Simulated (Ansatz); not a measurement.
## KCl: how strain makes field gradients

```
CELL_PARAMETERS angstrom
0.00000 3.15610 3.15610
3.15610 0.00000 3.15610
3.15610 3.15610 0.00000
ATOMIC_POSITIONS crystal
K 0.00000 0.00000 0.00000
Cl 0.50000 0.50000 0.50000
```

Atom numbers follow the list: K1, Cl2.

Structure: COD 9003114, as refined from experiment and not relaxed.

Theory: DFT, PBEsol, all-electron PAW with datasets made for the crystal, scalar-relativistic (Ansatz 0.2.0).

Numerical set-up: a Γ-centred 7×7×7 k mesh, Fermi–Dirac smearing of 0.03 eV, cutoff 220 eV (chosen by the program for this cell), no spin polarisation.

The strain is applied along the Cartesian axes of the cell as listed (the other components stay zero). Fractional coordinates are held (clamped ions).

The columns are Cartesian components of the electric field gradient at the nuclei, in 10²¹ V/m².

Only quantities that a quadratic follows smoothly over the whole series are listed; rougher ones are left out.

```csv
εzz,Vzz at K1,Vzz at Cl2
-0.0200,-0.38,-0.21
0.0000,0.00,0.00
0.0100,0.17,0.08
0.0200,0.33,0.15
```

Fit the series and give the gradient–strain slopes.

Least-squares fits y = p0 + p1 x + p2 x² to the rows give Vzz at K1: p1 = 17.7, p2 = -61; Vzz at Cl2: p1 = 8.98, p2 = -73. The slopes p1 are in 10²¹ V/m² per unit strain, for clamped ions.

One run, at εzz = -0.0100, is withheld. Predict its row.

The fits give -0.18, -0.10; the run gave -0.18, -0.10.
